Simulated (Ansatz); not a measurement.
**SiC: the gap under strain, fitted and tested**

Plane-wave DFT in Ansatz, PBE, scalar-relativistic PAW potentials, cutoff 420 eV, no spin-orbit coupling; no spin polarisation. SiC in space group F-43m. Biaxial strain in the a-b plane; c and atoms relaxed (conventional cell); Kohn–Sham gaps sought over the whole zone.

| strain (%) | space group | gap (eV) |
| --- | --- | --- |
| -3.0 | I-4m2 | ? |
| -2.0 | I-4m2 | 1.172 |
| -1.0 | I-4m2 | 1.273 |
| +0.0 | F-43m | 1.373 |
| +1.0 | I-4m2 | 1.214 |
| +2.0 | I-4m2 | 1.063 |
| +3.0 | I-4m2 | 0.920 |

Problem. Fit the given gaps and predict the missing one.

Solution. Next to zero the slopes are +100 meV per % on the compressed side and -159 on the stretched side. The slope drops at zero, where the strain lowers the symmetry and can split a degenerate edge, with another member setting the gap on each side, so only the side of the missing row is fitted, by a line: E_g = 1.373 +0.1005 ε eV (ε in %; scatter 0 meV). At -3.0 % this gives 1.071 eV; the run gave 1.067 eV, 4 meV away. The fit holds.

Cost: about 0.69 core-minutes for the runs cited, on AMD EPYC 9R45 (Zen 5) (shared hosts).